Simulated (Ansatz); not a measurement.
**TaSi2: energy along a strain**

TaSi2, P6_222, a = 4.805 Å, c = 6.599 Å. The structure is a COD entry; whether it is the stable form wasn't checked. Ansatz: PBE, PAW, 420 eV, Γ-centred 9×9×6 mesh on 9 atoms, Gaussian smearing 0.15 eV; no spin polarisation. Cell vectors (Å): 4.805 0.000 0.000; -2.403 4.161 0.000; 0.000 0.000 6.599. The cell is strained by x per cent times the pattern (0 0 0 0 0 1) in the order xx yy zz yz xz xy (engineering shears), with fractional coordinates held. y is the free energy over the start, V0 = 14.661 Å³/atom. Symmetry makes y even in x.

```
x (%) y (meV/atom)
-6.00             ?
-3.00          5.98
 0.00          0.00
 0.75          0.37
 1.50          1.50
 2.25          3.37
 3.75          9.35
 4.50         13.47
 5.25         18.35
```

Question: Fit y = c2 x² + c4 x⁴ to the other rows, get the stiffness along the pattern, and predict the missing energy.

Answer: Least squares on the rows shown. y = 0.66420 x² + 5.4429×10⁻⁵ x⁴. The clamped-ion stiffness p·C·p = 2 × 6.642 eV × 160.2 / 14.661 Å³ = 145 GPa, which is C66 in these axes. At x = -6.00 the fit asked for gives 23.98 meV/atom. The run gave 23.97 meV/atom, so the fit is 0.01 meV/atom too high, a small miss on the scale of the series.

Spin–orbit coupling is left out, which can shift energies with elements as heavy as these.